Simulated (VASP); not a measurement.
**Zn12Cu (a cell with a defect): single point with PBE**

Crystal: Zn12Cu (a cell with a defect).

```xyz
13
Lattice="5.3200 0.0000 0.0000 -3.9900 6.9109 0.0000 0.0000 0.0000 4.9370" Properties=species:S:1:pos:R:3 pbc="T T T"
Zn   -0.8655   -0.2694   -0.1020
Zn    0.1424    1.4350    2.1700
Zn   -1.3964    2.8868    0.7511
Zn   -0.8600    4.2107    3.0440
Zn   -3.4826    4.6499   -0.6760
Zn   -2.8448    5.9831    1.7923
Zn    2.0723   -0.3076   -0.9212
Zn    3.2423    1.8004    3.5729
Zn    0.8774    2.1381   -0.2821
Zn    1.8305    3.2442    2.3194
Zn    0.2156    4.4715    0.9417
Zn   -0.0355    6.5802    2.3782
Cu    2.4612    0.7858    1.0804
```

The cell was built by a generator and needn't be a form met in nature.

```yaml
Program: VASP 6.6.1
Task: single point
Functional: PBE
Potentials_or_basis: VASP PAW PBE potentials, release 64 (Zn, Cu)
Cutoff: 520 eV
k_mesh: 2 × 2 × 2
Occupations: fermi-dirac, width 0.15 eV
Spin: no spin polarisation
Dipole_correction: no
Further_INCAR_settings: ALGO = Fast; EDIFF = 1e-07; NBANDS = 90
```

The pressure is 14.0 GPa and the largest force is 2.246 eV/Å. The band gap on the k mesh is none (metal or under the smearing width).

Forces in eV/Å, atoms in the order of the input:
```
Zn   0.600  1.031 -0.011
Zn   0.651  0.428  0.089
Zn  -1.397 -0.425 -0.084
Zn  -0.486 -0.495  1.113
Zn   1.103  0.031 -0.483
Zn  -0.593 -1.612 -0.174
Zn  -1.007 -0.757 -0.082
Zn   0.729  0.121  0.045
Zn  -0.222  0.369 -0.230
Zn   0.227  0.093 -0.854
Zn   0.154  0.632  0.210
Zn   0.223 -1.662  0.460
Cu   0.018  2.246  0.001
```

Stress tensor (GPa, compression positive):
```
12.30  1.55  0.73
 1.55 13.18 -1.72
 0.73 -1.72 16.41
```

Levels at points of the mesh, in eV from the Fermi level:
| k point | band 73 | band 74 | band 75 | band 76 | band 77 | band 78 | band 79 | band 80 | band 81 | band 82 |
| --- | --- | --- | --- | --- | --- | --- | --- | --- | --- | --- |
| (0.00, 0.00, 0.00) | -2.62 | -2.27 | -0.88 | -0.75 | -0.05 | 0.11 | 0.35 | 1.60 | 1.81 | 2.03 |
| (0.50, 0.00, 0.00) | -1.91 | -1.73 | -1.69 | -1.32 | -0.89 | -0.28 | -0.09 | 0.43 | 0.53 | 1.68 |
| (0.00, 0.50, 0.00) | -2.57 | -2.51 | -2.20 | -1.95 | -1.73 | 0.48 | 0.85 | 1.95 | 2.02 | 2.10 |
| (0.50, 0.50, 0.00) | -2.38 | -2.13 | -1.33 | -0.25 | 0.30 | 0.39 | 0.65 | 1.79 | 2.00 | 2.10 |
| (0.00, 0.00, 0.50) | -2.68 | -2.16 | -2.09 | -1.80 | -1.30 | -0.67 | 0.31 | 1.23 | 1.87 | 2.50 |
| (0.50, 0.00, 0.50) | -3.34 | -1.93 | -1.08 | -0.53 | 0.33 | 1.00 | 1.28 | 1.98 | 2.43 | 2.99 |
| (0.00, 0.50, 0.50) | -2.38 | -1.89 | -1.44 | -1.08 | -0.96 | -0.83 | -0.80 | -0.45 | 0.20 | 2.08 |
| (0.50, 0.50, 0.50) | -3.13 | -2.94 | -2.74 | -2.43 | -2.21 | 3.12 | 3.54 | 4.02 | 4.11 | 4.25 |

It took 96 s on 1 thread of Intel(R) Xeon(R) 6975P-C (Granite Rapids), with other jobs on the host, peak memory 0.34 GiB.

Caveat: the k mesh is coarse (spacing up to 0.68 Å⁻¹), so the values aren't converged.
